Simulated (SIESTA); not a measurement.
The system is BeS.

```
S Be
1.0
     0.00000    2.42500    2.42500
     2.42500    0.00000    2.42500
     2.42500    2.42500    0.00000
S Be
1 1
Direct
  0.75000 0.75000 0.75000
  0.00000 0.00000 0.00000
```

Base run:

| Quantity | Value |
| --- | --- |
| Program | SIESTA 5.4.2 |
| Functional | PBE |
| Potentials or basis | PseudoDojo 0.4 standard (PBE files) |
| Basis | TZDP (energy shift 0.003 Ry; two zetas on semicore shells) |
| Grid cutoff | 800 Ry |
| Energy shift | 0.003 Ry |
| k mesh | 9 × 9 × 9 |
| Occupations | fermi-dirac, width 0.05 eV |
| Spin | no spin polarisation |

Its results: band gap on the k mesh 3.19 eV, indirect (least direct gap 5.63 eV); pressure 3.4 GPa.

Task: After a change of settings the same cell gave: band gap on the k mesh 3.17 eV, indirect (least direct gap 5.51 eV); pressure 2.1 GPa. Which change was it?
A. basis from TZDP (energy shift 0.003 Ry; two zetas on semicore shells) to TZP (energy shift 0.003 Ry; two zetas on semicore shells)
B. basis from TZDP (energy shift 0.003 Ry; two zetas on semicore shells) to DZDP (energy shift 0.003 Ry; two zetas on semicore shells)
C. basis from TZDP (energy shift 0.003 Ry; two zetas on semicore shells) to SZP (energy shift 0.003 Ry)

Result: A.

Caveats: short orbitals over semicore shells can move pressures by several GPa; an odd mesh through Γ misses points on the zone boundary, where band edges often lie; the basis of atomic orbitals isn't converged, which shifts pressures, moduli and gaps.
